## What the expensive step buys

In a hybrid functional such as HSE06, every orbital exchanges with all occupied orbitals on the whole mesh: 10 bands times 8 × 8 × 8 points, or 5120 partners. Doubling the mesh in each direction makes eight times as many points and 64 times as many pairs, before symmetry helps. The other five levels need no such sum, since they work with a potential built from the density, its gradient or the local kinetic energy of the orbitals. For PbSe, the question is whether the extra work brings a better band gap.

Band gaps of PbSe (space group Fm-3m) from plane-wave DFT with PAW potentials in VASP 6.6.1, with the same two-atom cell and fixed atoms in every row. All runs use an 8 × 8 × 8 k mesh, a plane-wave cutoff of 520 eV and Gaussian smearing of 0.02 eV, without spin polarisation or spin–orbit coupling.

| functional | potentials | gap on mesh (eV) | direct gap on mesh (eV) |
| --- | --- | --- | --- |
| LDA | VASP-PAW-LDA-potentials,-recommended | 0.166 | 0.166 |
| PBE | VASP-PAW-PBE-potentials,-recommended | 0.296 | 0.296 |
| PBEsol | VASP-PAW-PBE-potentials,-recommended | 0.208 | 0.208 |
| HSE06 | VASP-PAW-PBE-potentials,-recommended | 0.720 | 0.720 |
| SCAN | VASP-PAW-PBE-potentials,-recommended | 0.510 | 0.510 |
| TB-mBJ | VASP-PAW-PBE-potentials,-recommended | 0.868 | 0.868 |

The "gap on mesh" is the distance from the highest filled to the lowest empty level among the mesh points. The "direct gap on mesh" compares levels at the same point, and here the two agree in every row. For PBE, SCAN and HSE06 the orbital energies place both edges at L, the centre of a hexagonal face of the Brillouin zone.

## Why the gap climbs

The cell is the same in all rows, so the climb from 0.17 eV in LDA to 0.87 eV in TB-mBJ is not an effect of volume. Theory suggests a reason for the larger steps, which these runs do not test; all rows but LDA share the PBE potentials. LDA, PBEsol and PBE build their potential from the density and at most its gradient, which usually leaves filled and empty states too close together. SCAN responds to the orbitals through their kinetic energy, HSE06 lowers filled states relative to empty ones by exact exchange, and TB-mBJ uses a potential whose strength was fitted to the measured gaps of many solids. The small step from LDA to PBEsol has no clear cause, because the LDA run also uses different atomic potentials.

Whether a step matters depends on the purpose. The number of thermally excited carriers varies as exp(−gap/2kT), where kT is about 0.026 eV at room temperature. An error of 0.1 eV therefore changes that number about sevenfold. LDA and PBE already differ by more than 0.1 eV, and PBE and HSE06 by 0.42 eV.

## Why the best-looking number misleads

The measured gap, roughly recalled, is 0.15 eV in the cold and 0.3 eV at room temperature. The calculation holds the atoms still, which points to the cold value, but its cell is close to the recalled room-temperature one, and expansion is expected to widen this gap. The fair target lies between the two values, so LDA, PBEsol and PBE seem to win. But spin–orbit coupling is left out of every row, and lead is a heavy atom.

How much this coupling would narrow the gap can be estimated at L. The empty edge there is expected to be mainly a Pb 6p orbital pointing along the cube diagonal; the other two p orbitals lie Δ ≈ 1.4 eV higher in PBE. Spin–orbit coupling of strength ζ mixes the edge with them through a term ζ/√2 and moves the upper partner to Δ − ζ/2. Solving this two-level problem lowers the edge by √(h² + ζ²/2) − h, where h = (Δ − ζ/2)/2.

With a roughly recalled ζ ≈ 0.9 eV, h is about 0.48 eV and the lowering about 0.80 − 0.48 ≈ 0.3 eV. The estimate rises steeply with ζ, treats the empty edge as pure Pb 6p and leaves the filled edge unmoved, and no run here tests it, so only "some tenths of an eV" should be kept. That is still as large as the LDA, PBEsol and PBE gaps. Their closeness to experiment is thus most likely a cancellation: a gap opened too little by the functional, and not yet narrowed by spin–orbit coupling.

The two edges at L have opposite parity, so they can pass through each other. A semilocal run with spin–orbit coupling may then show a small, plausible gap with the edges in the wrong order. SCAN, HSE06 and TB-mBJ leave more room before this happens, but the table cannot say which of them ends closest to nature. In silicon, whose atoms are light, the same comparison with experiment would test the functional much more directly.

## Can a cheap run be corrected?

A common shortcut adds one constant to all PBE gaps. Here the constant was taken at L and tried at four other mesh points on the line to Γ, the zone centre; the printed output gives each result. For SCAN it works to within 0.07 eV on this line, but not everywhere: at a mesh point near X, where the direct gap is about 7 eV, the orbital energies show it 0.4 eV short. For HSE06 it falls 0.7 eV short at Γ. Even at L, the degenerate pairs just below and above the edges move apart by 0.78 eV against 0.42 eV for the edges themselves, so the shift depends on the state and not only on the point. The probable reason is that exact exchange depends on how each state overlaps with the filled ones. The shifted PBE run matches the HSE06 gap at L only because the constant was fitted there. It cannot replace HSE06 for an optical spectrum, which draws on the whole zone.

## Settings that weigh as much as the functional

The mesh must contain L: at the next mesh point towards Γ, the PBE gap is already 1.5 eV. The cell needs the same care. The computed pressures show that LDA would shrink it and PBE expand it. Compression is expected to narrow this gap, so a rough estimate with a recalled pressure coefficient takes about 0.2 eV from the LDA gap, enough to close it, and adds about as much to the PBE gap. TB-mBJ has no energy functional of its own, so its cell must come from elsewhere.

A workable rule for PbSe is to fix the cell, switch on spin–orbit coupling, and only then compare functionals, checking each time which edge at L is the Pb 6p state.

Numerical output:

```
step LDA to PBEsol, eV: 0.042
step PBEsol to PBE, eV: 0.088
step PBE to SCAN (opening at L), eV: 0.214
step SCAN to HSE06, eV: 0.21
step HSE06 to TB-mBJ, eV: 0.148
PBE less LDA, eV: 0.13
largest gap over smallest gap: 5.229
HSE06 less PBE (opening at L), eV: 0.424
SCAN less PBE, direct gap at Gamma, eV: 0.2116
SCAN less PBE, a quarter of the way to L, eV: 0.262
SCAN less PBE, half way to L, eV: 0.2158
SCAN less PBE, three quarters of the way to L, eV: 0.149
HSE06 less PBE, direct gap at Gamma, eV: 1.113
HSE06 less PBE, a quarter of the way to L, eV: 0.903
HSE06 less PBE, half way to L, eV: 0.618
HSE06 less PBE, three quarters of the way to L, eV: 0.389
rigid shift from L, miss at Gamma for SCAN (model less computed), eV: 0.0024
rigid shift from L, miss at Gamma for HSE06 (model less computed), eV: -0.6886
PBE direct gap at the mesh point next to L on this line, eV: 1.485
crude spin-orbit lowering of the empty edge, PBE levels, eV: 0.3181
crude spin-orbit lowering of the empty edge, HSE06 levels, eV: 0.3091
crude gap change on relaxing the cell, LDA (output pressure, recalled 0.09 eV per GPa), eV: -0.1877
crude gap change on relaxing the cell, PBE (output pressure, recalled 0.09 eV per GPa), eV: 0.2087
occupied orbitals on the full mesh that enter the exchange sum for each orbital: 5120
```
